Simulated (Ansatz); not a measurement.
**Dielectric response of NaH (001) films**

How well do thin rocksalt NaH (001) films screen a perpendicular field?

Method: plane-wave DFT, PBE, Ansatz PAW, in the first sound run; inputs show where later runs differ, in Ansatz 0.2.0.

Most raw output is cut from this account.

**1. Set-up**

The cell holds 6 atoms: 3 Na and 3 H. Its edges and angles: a = 3.451 Å, b = 3.451 Å, c = 22.880 Å, α = 90.0°, β = 90.0°, γ = 90.0°. It derives from NaH (rocksalt NaH). Vacuum lies along c.

**2. Relaxation, 6 atoms, units 3**

The structure is relaxed first, because levels and dipoles at a surface follow the positions of the outer atoms.

Input file input.yaml:

```yaml
crystal:
  lattice:
    - [3.45068109, 0.0, 0.0]
    - [0.0, 3.45068109, 0.0]
    - [0.0, 0.0, 22.88]
  atoms:
    - { symbol: Na, position: [0.5, 0.5, 0.3933566434] }
    - { symbol: H, position: [0.0, 0.0, 0.3933566434] }
    - { symbol: Na, position: [0.0, 0.0, 0.5] }
    - { symbol: H, position: [0.5, 0.5, 0.5] }
    - { symbol: Na, position: [0.5, 0.5, 0.6066433566] }
    - { symbol: H, position: [0.0, 0.0, 0.6066433566] }
kpoints:
  mp_grid: { grid: [8, 8, 1] }
hamiltonian:
  xc: pbe
scf:
  occupations: { method: fixed }
  convergence: { dr2_threshold: 1.0e-09 }
efield:
  axis: 3
  dipole_correction: true
  ramp_position: 0.97
  ramp_width: 0.06
relax:
  f_tol: 0.003
  max_steps: 100
output:
  write_potential: true
  write_density: true
  volumetric_format: npy
```

Run with:

```bash
ansatz run input.yaml --threads 8 --pin off --max-ram 12288MiB --backend cpu --events-out ev --progress --plain --runs-dir out
```

The job ended after 5.3 s (8 threads of Arm Neoverse N1, shared host; peak memory 0.64 GiB).

The steps of the relaxation:

| step | energy less that of the first step (eV) | largest force component (eV/Å) |
| --- | --- | --- |
| 1 | 0.0000 | 0.0840 |
| 2 | 0.0088 | 0.1686 |
| 3 | -0.0040 | 0.0165 |
| 4 | -0.0041 | 0.0010 |

Relaxation step 2 was tried and not accepted.

The run keeps the 8 symmetry operations that it works with, so distortions that break them were not tested.

The atoms that moved most (Å):

| atom | dx | dy | dz | length |
| --- | --- | --- | --- | --- |
| Na1 | 0.000 | 0.000 | 0.055 | 0.055 |
| Na5 | 0.000 | 0.000 | -0.055 | 0.055 |
| H6 | 0.000 | 0.000 | -0.028 | 0.028 |
| H2 | 0.000 | 0.000 | 0.028 | 0.028 |

The relaxed structure:

```xyz
6
Lattice="3.4507 0.0000 0.0000 0.0000 3.4507 0.0000 0.0000 0.0000 22.8800" Properties=species:S:1:pos:R:3
Na    1.7253    1.7253    9.0555
H     0.0000    0.0000    9.0284
Na    0.0000    0.0000   11.4400
H     1.7253    1.7253   11.4400
Na    1.7253    1.7253   13.8245
H     0.0000    0.0000   13.8516
```

This step gave:

| Property | Result |
| --- | --- |
| gap on the k-mesh | 3.220 eV |
| dipole along the normal | 2.15e-8 e·Å |
| ionisation energy, upper face | 4.188 eV |
| electron affinity, upper face | 0.9679 eV |

Running mean over 2.44 Å of the planar mean; the ramp of the sawtooth is left out. The electron's electrostatic potential energy less the highest filled level by z:

| z (Å) | electron's electrostatic potential energy less the highest filled level (eV) |
| --- | --- |
| 4 | 4.19 |
| 5 | 4.19 |
| 6 | 4.17 |
| 7 | 3.94 |
| 8 | 1.43 |
| 9 | 0.144 |
| 10 | -0.0438 |
| 11 | 0.0895 |
| 12 | 0.0734 |
| 13 | -0.00858 |
| 14 | 0.176 |
| 15 | 1.89 |
| 16 | 4.00 |
| 17 | 4.17 |
| 18 | 4.19 |
| 19 | 4.19 |

The relaxation took 4 steps and lowered the energy by 0.0041 eV; the largest force on the free atoms ends at 9.6e-4 eV/Å.

The gap is 3.22 eV, with the valence edge 4.19 eV and the conduction edge 0.97 eV under the upper vacuum level.

**3. The relaxed film, single point, 6 atoms, units 3**

The film was relaxed beforehand; a single point on the relaxed positions gives its levels and potential.

input.yaml, the sections that differ from step 2:

```yaml
crystal:
  lattice:
    - [3.45068109, 0.0, 0.0]
    - [0.0, 3.45068109, 0.0]
    - [0.0, 0.0, 22.88]
  atoms:
    - { symbol: Na, position: [0.5, 0.5, 0.3957811853] }
    - { symbol: H, position: [0.0, 0.0, 0.394595971] }
    - { symbol: Na, position: [0.0, 0.0, 0.5000000011] }
    - { symbol: H, position: [0.5, 0.5, 0.4999999991] }
    - { symbol: Na, position: [0.5, 0.5, 0.6042188166] }
    - { symbol: H, position: [0.0, 0.0, 0.6054040271] }
output:
  eigenvalues: true
  write_potential: true
  write_density: true
  volumetric_format: npy
# kpoints, hamiltonian, scf, efield: as in step 2
# relax: removed
```

It took 2.2 s on 8 threads; peak memory 0.62 GiB.

Numbers from this step:

| Item | Value |
| --- | --- |
| gap on the k-mesh | 3.221 eV |
| dipole along the normal | 8.61e-8 e·Å |
| electron affinity, upper face | 0.9669 eV |

Running mean over 2.44 Å of the planar mean; the ramp of the sawtooth is left out. Electron's electrostatic potential energy less the highest filled level against z:

| z (Å) | electron's electrostatic potential energy less the highest filled level (eV) |
| --- | --- |
| 3.5 | 4.19 |
| 4.0 | 4.19 |
| 4.5 | 4.19 |
| 5.0 | 4.19 |
| 5.5 | 4.18 |
| 6.0 | 4.17 |
| 6.5 | 4.11 |
| 7.0 | 3.94 |
| 7.5 | 3.24 |
| 8.0 | 1.43 |
| 8.5 | 0.388 |
| 9.0 | 0.144 |
| 9.5 | 0.0719 |
| 10.0 | -0.0440 |
| 10.5 | -0.0304 |
| 11.0 | 0.0892 |
| 11.5 | 0.107 |
| 12.0 | 0.0730 |
| 12.5 | -0.0604 |
| 13.0 | -0.00877 |
| 13.5 | 0.0865 |
| 14.0 | 0.176 |
| 14.5 | 0.524 |
| 15.0 | 1.89 |
| 15.5 | 3.51 |
| 16.0 | 4.00 |
| 16.5 | 4.13 |
| 17.0 | 4.17 |
| 17.5 | 4.18 |
| 18.0 | 4.19 |
| 18.5 | 4.19 |
| 19.0 | 4.19 |
| 19.5 | 4.19 |

The gap is 3.22 eV, with the valence edge 4.19 eV and the conduction edge 0.97 eV under the upper vacuum level.

**4. Single point, 6 atoms, units 3, field 0.1 V/Å**

A sawtooth potential applies the field, turning back in the middle of the vacuum. With the dipole correction the typed value is the field outside the slab. The induced dipole is small, so the SCF threshold is tight.

input.yaml: that of step 3 with these lines changed.

```diff
@@ -18,3 +18,3 @@
   occupations: { method: fixed }
-  convergence: { dr2_threshold: 1.0e-09 }
+  convergence: { dr2_threshold: 1.0e-10 }
 efield:
@@ -24,4 +24,4 @@
   ramp_width: 0.06
+  amplitude: 0.1
 output:
-  eigenvalues: true
   write_potential: true
```

The job ended after 2.4 s (8 threads; peak memory 0.6 GiB).

Numbers from this step:

```
gap on the k-mesh       : 3.020 eV
dipole along the normal : 0.03661 e·Å
```

The dipole is 0.0366 e·Å, and the gap on the mesh 3.020 eV.

**5. Single point, 6 atoms, units 3, field -0.1 V/Å**

input.yaml: that of step 4 with these lines changed.

```diff
@@ -24,3 +24,3 @@
   ramp_width: 0.06
-  amplitude: 0.1
+  amplitude: -0.1
 output:
```

It took 2.4 s on 8 threads; peak memory 0.6 GiB.

The dipole is -0.0366 e·Å, and the gap on the mesh 3.020 eV.

**6. Response with the atoms held, 6 atoms, units 3**

This step: plane-wave DFT, PBE, Ansatz PAW; response to a field along the normal, atoms held (Ansatz 0.2.0).

The two fields give this film's response with the atoms held: the electronic part.

Numbers from this step:

| Property | Result |
| --- | --- |
| equivalent conductor thickness p/(ε₀AE) | 5.563 Å |
| distance between the outer atoms | 4.823 Å |
| thickness | 7.32 Å |

Local field over the applied field, running mean. From the potentials at -0.1 and 0.1 V/Å; running mean over 2.44 Å, taken twice. The local field over applied field by z:

z (Å), local field over applied field and a bar from the least value:
```
      4.5      0.995 ##############################
      5.0      0.987 ##############################
      5.5      0.969 #############################
      6.0      0.934 ###########################
      6.5      0.869 #########################
      7.0      0.772 ####################
      7.5      0.652 ###############
      8.0      0.529 ##########
      8.5      0.423 #####
      9.0      0.347 ##
      9.5      0.310 
     10.0      0.300 
     10.5      0.304 
     11.0      0.309 
     11.5      0.311 
     12.0      0.308 
     12.5      0.302 
     13.0      0.301 
     13.5      0.316 #
     14.0      0.362 ###
     14.5      0.446 ######
     15.0      0.558 ###########
     15.5      0.682 ################
     16.0      0.798 #####################
     16.5      0.888 #########################
     17.0      0.945 ############################
     17.5      0.975 #############################
     18.0      0.990 ##############################
     18.5      0.996 ##############################
```

Electrons, planar mean, per unit field. The induced electron density by z:

| z (Å) | induced electron density (e/Å³ per V/Å) |
| --- | --- |
| 4.5 | 1.1e-5 |
| 5.0 | 3.1e-5 |
| 5.5 | 8.2e-5 |
| 6.0 | 2.0e-4 |
| 6.5 | 4.8e-4 |
| 7.0 | 0.00104 |
| 7.5 | 0.00200 |
| 8.0 | 0.00303 |
| 8.5 | 0.00291 |
| 9.0 | -8.6e-5 |
| 9.5 | -0.00262 |
| 10.0 | -0.00133 |
| 10.5 | 0.00122 |
| 11.0 | 0.00238 |
| 11.5 | -4.0e-4 |
| 12.0 | -0.00245 |
| 12.5 | -6.3e-4 |
| 13.0 | 0.00189 |
| 13.5 | 0.00233 |
| 14.0 | -8.4e-4 |
| 14.5 | -0.00314 |
| 15.0 | -0.00282 |
| 15.5 | -0.00174 |
| 16.0 | -8.7e-4 |
| 16.5 | -3.9e-4 |
| 17.0 | -1.6e-4 |
| 17.5 | -6.5e-5 |
| 18.0 | -2.4e-5 |
| 18.5 | -8.7e-6 |

By hand: between -0.1 and 0.1 V/Å the dipole changes by 0.07322 e·Å, a slope of 0.3661 e·Å²/V. A perfect conductor of thickness t has p = ε₀AEt, so t = 180.95 × 0.3661 / 11.907 = 5.56 Å (e/ε₀ = 180.95 V·Å, A in Å²).

The induced dipole is that of a conductor 5.56 Å thick.

**7. Relaxing in the field, 6 atoms, field 0.05 V/Å**

This step: plane-wave DFT, PBE, Ansatz PAW (Ansatz 0.2.0).

Now the atoms may follow the field. A weak field makes forces of meV/Å to tens of meV/Å, so the force tolerance is set well below the usual one.

input.yaml: that of step 5 with these lines changed.

```diff
@@ -24,3 +24,6 @@
   ramp_width: 0.06
-  amplitude: -0.1
+  amplitude: 0.05
+relax:
+  f_tol: 0.0006
+  max_steps: 70
 output:
```

It took 6.3 s on 8 threads; peak memory 0.62 GiB.

Step by step:

| step | energy less that of the first step (eV) | largest force component (eV/Å) |
| --- | --- | --- |
| 1 | 0.0000 | 0.0168 |
| 2 | 0.0009 | 0.0460 |
| 3 | -0.0002 | 0.0024 |
| 4 | -0.0001 | 0.0141 |
| 5 | -0.0002 | 0.0001 |

Relaxation steps 2, 4 were tried and not accepted.

Forces are held to the 8 operations that the run works with; a distortion that breaks them can't arise in this run.

The relaxed structure:

```xyz
6
Lattice="3.4507 0.0000 0.0000 0.0000 3.4507 0.0000 0.0000 0.0000 22.8800" Properties=species:S:1:pos:R:3
Na    1.7253    1.7253    9.0602
H     0.0000    0.0000    9.0254
Na    0.0000    0.0000   11.4427
H     1.7253    1.7253   11.4381
Na    1.7253    1.7253   13.8271
H     0.0000    0.0000   13.8464
```

This step gave:

```yaml
gap_on_the_k_mesh: 3.198 eV
dipole_along_the_normal: 0.02470 e·Å
```

The relaxation took 5 steps and lowered the energy by 1.6e-4 eV; the largest force on the free atoms ends at 1.1e-4 eV/Å.

The dipole is 0.0247 e·Å, and the gap on the mesh 3.198 eV.

**8. Field on, atoms free, 6 atoms, field -0.05 V/Å**

The opposite sign, again from the field-free geometry; the difference of the two cancels what relaxes without a field.

input.yaml: that of step 7 with these lines changed.

```diff
@@ -24,3 +24,3 @@
   ramp_width: 0.06
-  amplitude: 0.05
+  amplitude: -0.05
 relax:
```

The job ended after 6.3 s (8 threads; peak memory 0.61 GiB; 45 s of CPU time).

Relaxation path:

| step | energy less that of the first step (eV) | largest force component (eV/Å) |
| --- | --- | --- |
| 1 | 0.0000 | 0.0168 |
| 2 | 0.0009 | 0.0460 |
| 3 | -0.0002 | 0.0009 |
| 4 | -0.0001 | 0.0070 |
| 5 | -0.0002 | 0.0000 |

Relaxation steps 2, 4 were tried and not accepted.

Forces are held to the 8 operations that the run works with; a distortion that breaks them can't arise in this run.

The relaxed structure:

```xyz
6
Lattice="3.4507 0.0000 0.0000 0.0000 3.4507 0.0000 0.0000 0.0000 22.8800" Properties=species:S:1:pos:R:3
Na    1.7253    1.7253    9.0528
H     0.0000    0.0000    9.0336
Na    0.0000    0.0000   11.4373
H     1.7253    1.7253   11.4419
Na    1.7253    1.7253   13.8197
H     0.0000    0.0000   13.8546
```

The relaxation took 5 steps and lowered the energy by 1.6e-4 eV; the largest force on the free atoms ends at 3.9e-5 eV/Å.

The dipole is -0.0247 e·Å, and the gap on the mesh 3.197 eV.

**9. Response with the atoms relaxed, 6 atoms, units 3**

This step: plane-wave DFT, PBE, Ansatz PAW; response to a field along the normal, atoms relaxed (Ansatz 0.2.0).

The two relaxed runs give the static response.

This step gave:

```yaml
equivalent_conductor_thickness_p_eps_0ae: 7.507 Å
distance_between_the_outer_atoms: 4.821 Å
```

Local field over the applied field, running mean. From the potentials at -0.05 and 0.05 V/Å; running mean over 2.44 Å, taken twice. The local field over applied field by z:

| z (Å) | local field over applied field |
| --- | --- |
| 4.15 | 0.998 |
| 4.58 | 0.995 |
| 5.00 | 0.989 |
| 5.29 | 0.982 |
| 5.72 | 0.963 |
| 6.15 | 0.936 |
| 6.58 | 0.877 |
| 6.86 | 0.796 |
| 7.29 | 0.620 |
| 7.72 | 0.448 |
| 8.15 | 0.286 |
| 8.44 | 0.186 |
| 8.87 | 0.0498 |
| 9.29 | -0.0147 |
| 9.72 | 0.0157 |
| 10.01 | 0.0393 |
| 10.44 | 0.0738 |
| 10.87 | 0.107 |
| 11.30 | 0.124 |
| 11.58 | 0.124 |
| 12.01 | 0.107 |
| 12.44 | 0.0738 |
| 12.87 | 0.0393 |
| 13.16 | 0.0157 |
| 13.59 | -0.0152 |
| 14.01 | 0.0492 |
| 14.44 | 0.186 |
| 14.73 | 0.286 |
| 15.16 | 0.448 |
| 15.59 | 0.620 |
| 16.02 | 0.796 |
| 16.30 | 0.877 |
| 16.73 | 0.937 |
| 17.16 | 0.963 |
| 17.59 | 0.982 |
| 17.88 | 0.989 |
| 18.30 | 0.995 |
| 18.73 | 0.998 |

The induced dipole is that of a conductor 7.51 Å thick.

**10. Relaxation, 10 atoms, units 5**

This step: plane-wave DFT, PBE, Ansatz PAW (Ansatz 0.2.0).

System of this step: NaH (001), 5 units. The cell holds 10 atoms: 5 Na and 5 H. Its edges and angles: a = 3.451 Å, b = 3.451 Å, c = 27.760 Å, α = 90.0°, β = 90.0°, γ = 90.0°. It derives from NaH (rocksalt NaH). Vacuum lies along c.

The next thickness, treated alike, so that differences show the interior and the faces cancel.

Input file input.yaml:

```yaml
crystal:
  lattice:
    - [3.45068109, 0.0, 0.0]
    - [0.0, 3.45068109, 0.0]
    - [0.0, 0.0, 27.76]
  atoms:
    - { symbol: Na, position: [0.5, 0.5, 0.3242074928] }
    - { symbol: H, position: [0.0, 0.0, 0.3242074928] }
    - { symbol: Na, position: [0.0, 0.0, 0.4121037464] }
    - { symbol: H, position: [0.5, 0.5, 0.4121037464] }
    - { symbol: Na, position: [0.5, 0.5, 0.5] }
    - { symbol: H, position: [0.0, 0.0, 0.5] }
    - { symbol: Na, position: [0.0, 0.0, 0.5878962536] }
    - { symbol: H, position: [0.5, 0.5, 0.5878962536] }
    - { symbol: Na, position: [0.5, 0.5, 0.6757925072] }
    - { symbol: H, position: [0.0, 0.0, 0.6757925072] }
kpoints:
  mp_grid: { grid: [8, 8, 1] }
hamiltonian:
  xc: pbe
scf:
  occupations: { method: fixed }
  convergence: { dr2_threshold: 1.0e-09 }
efield:
  axis: 3
  dipole_correction: true
  ramp_position: 0.97
  ramp_width: 0.06
relax:
  f_tol: 0.003
  max_steps: 100
output:
  write_potential: true
  write_density: true
  volumetric_format: npy
```

Wall time 11 s (8 threads); peak memory 0.81 GiB.

Relaxation path:

| step | energy less that of the first step (eV) | largest force component (eV/Å) |
| --- | --- | --- |
| 1 | 0.0000 | 0.0839 |
| 2 | 0.0165 | 0.1962 |
| 3 | -0.0055 | 0.0164 |
| 4 | -0.0060 | 0.0046 |
| 5 | -0.0061 | 0.0002 |

Relaxation step 2 was tried and not accepted.

The run keeps the 8 symmetry operations that it works with, so distortions that break them were not tested.

The atoms that moved most (Å):

| atom | dx | dy | dz | length |
| --- | --- | --- | --- | --- |
| Na1 | 0.000 | 0.000 | 0.095 | 0.095 |
| Na9 | 0.000 | 0.000 | -0.095 | 0.095 |
| H10 | 0.000 | 0.000 | -0.067 | 0.067 |
| H2 | 0.000 | 0.000 | 0.067 | 0.067 |
| H8 | 0.000 | 0.000 | -0.040 | 0.040 |
| H4 | 0.000 | 0.000 | 0.040 | 0.040 |
| Na3 | 0.000 | 0.000 | 0.037 | 0.037 |
| Na7 | 0.000 | 0.000 | -0.037 | 0.037 |

The relaxed structure:

```cif
data_structure
_symmetry_space_group_name_H-M 'P 1'
_symmetry_Int_Tables_number 1
_cell_length_a 3.4507
_cell_length_b 3.4507
_cell_length_c 27.7600
_cell_angle_alpha 90.000
_cell_angle_beta 90.000
_cell_angle_gamma 90.000
_cell_volume 330.54
loop_
_atom_site_label
_atom_site_type_symbol
_atom_site_fract_x
_atom_site_fract_y
_atom_site_fract_z
_atom_site_occupancy
Na1 Na 0.50000 0.50000 0.32763 1
H2 H 0.00000 0.00000 0.32664 1
Na3 Na 0.00000 0.00000 0.41344 1
H4 H 0.50000 0.50000 0.41353 1
Na5 Na 0.50000 0.50000 0.50000 1
H6 H 0.00000 0.00000 0.50000 1
Na7 Na 0.00000 0.00000 0.58656 1
H8 H 0.50000 0.50000 0.58647 1
Na9 Na 0.50000 0.50000 0.67237 1
H10 H 0.00000 0.00000 0.67336 1
```

The relaxation took 5 steps and lowered the energy by 0.0061 eV; the largest force on the free atoms ends at 2.2e-4 eV/Å.

The gap is 3.33 eV, with the valence edge 4.22 eV and the conduction edge 0.89 eV under the upper vacuum level.

**11. The relaxed film, single point, 10 atoms, units 5**

input.yaml, the sections that differ from step 10:

```yaml
crystal:
  lattice:
    - [3.45068109, 0.0, 0.0]
    - [0.0, 3.45068109, 0.0]
    - [0.0, 0.0, 27.76]
  atoms:
    - { symbol: Na, position: [0.5, 0.5, 0.3276277671] }
    - { symbol: H, position: [0.0, 0.0, 0.3266385976] }
    - { symbol: Na, position: [0.0, 0.0, 0.4134388054] }
    - { symbol: H, position: [0.5, 0.5, 0.413527499] }
    - { symbol: Na, position: [0.5, 0.5, 0.500000001] }
    - { symbol: H, position: [0.0, 0.0, 0.4999999988] }
    - { symbol: Na, position: [0.0, 0.0, 0.5865611968] }
    - { symbol: H, position: [0.5, 0.5, 0.5864724996] }
    - { symbol: Na, position: [0.5, 0.5, 0.6723722335] }
    - { symbol: H, position: [0.0, 0.0, 0.6733614011] }
output:
  eigenvalues: true
  write_potential: true
  write_density: true
  volumetric_format: npy
  elf: true
# kpoints, hamiltonian, scf, efield: as in step 10
# relax: removed
```

It took 3.8 s on 8 threads; peak memory 0.82 GiB; 28 s of CPU time.

The gap is 3.33 eV, with the valence edge 4.22 eV and the conduction edge 0.89 eV under the upper vacuum level.

**12. Single point, 10 atoms, units 5, field 0.1 V/Å**

input.yaml: that of step 11 with these lines changed.

```diff
@@ -22,3 +22,3 @@
   occupations: { method: fixed }
-  convergence: { dr2_threshold: 1.0e-09 }
+  convergence: { dr2_threshold: 1.0e-10 }
 efield:
@@ -28,4 +28,4 @@
   ramp_width: 0.06
+  amplitude: 0.1
 output:
-  eigenvalues: true
   write_potential: true
@@ -33,2 +33 @@
   volumetric_format: npy
-  elf: true
```

Run time: 4.3 s. Hardware: 8 threads; peak memory 0.8 GiB; 32 s of CPU time.

The dipole is 0.0581 e·Å, and the gap on the mesh 2.894 eV.

**13. Atoms held, 10 atoms, units 5, field -0.1 V/Å**

input.yaml: that of step 12 with these lines changed.

```diff
@@ -28,3 +28,3 @@
   ramp_width: 0.06
-  amplitude: 0.1
+  amplitude: -0.1
 output:
```

It took 4.2 s on 8 threads; peak memory 0.79 GiB.

The dipole is -0.0581 e·Å, and the gap on the mesh 2.894 eV.

**14. Response with the atoms held, 10 atoms, units 5**

This step: plane-wave DFT, PBE, Ansatz PAW; response to a field along the normal, atoms held (Ansatz 0.2.0).

Local field over the applied field, running mean. From the potentials at -0.1 and 0.1 V/Å; running mean over 2.44 Å, taken twice. The local field over applied field by z:

| z (Å) | local field over applied field |
| --- | --- |
| 5 | 0.988 |
| 6 | 0.937 |
| 7 | 0.781 |
| 8 | 0.538 |
| 9 | 0.352 |
| 10 | 0.300 |
| 11 | 0.311 |
| 12 | 0.319 |
| 13 | 0.321 |
| 14 | 0.322 |
| 15 | 0.321 |
| 16 | 0.318 |
| 17 | 0.308 |
| 18 | 0.303 |
| 19 | 0.385 |
| 20 | 0.597 |
| 21 | 0.830 |
| 22 | 0.957 |
| 23 | 0.992 |

The induced dipole is that of a conductor 8.82 Å thick.

**15. Field on, atoms free, 10 atoms, units 5, field 0.05 V/Å**

This step: plane-wave DFT, PBE, Ansatz PAW (Ansatz 0.2.0).

The same pair of relaxations in the field for this thickness.

input.yaml: that of step 13 with these lines changed.

```diff
@@ -28,3 +28,6 @@
   ramp_width: 0.06
-  amplitude: -0.1
+  amplitude: 0.05
+relax:
+  f_tol: 0.0006
+  max_steps: 70
 output:
```

The job ended after 9.8 s (8 threads; peak memory 0.8 GiB).

No atom moved by 0.005 Å in the relaxation.

The relaxation took 4 steps and lowered the energy by 2.4e-4 eV; the largest force on the free atoms ends at 5.6e-4 eV/Å.

The dipole is 0.0388 e·Å, and the gap on the mesh 3.256 eV.

(Part 1 of 3 ends here.)

[Logs are printed without paths, hosts, clocks, repeated set-up lines and the standing remarks that a program may print on its own settings, such as how far it seeks lower states.]

[Hosts, paths, dates, database ids (printed as entryN), source tags and the programs' standing remarks are cut or masked in the printed files.]

[Maps of the electrostatic potential energy from Ansatz leave out the sawtooth potential of an applied field or a dipole correction, so their vacuum need not be flat; planar profiles and work functions include it.]
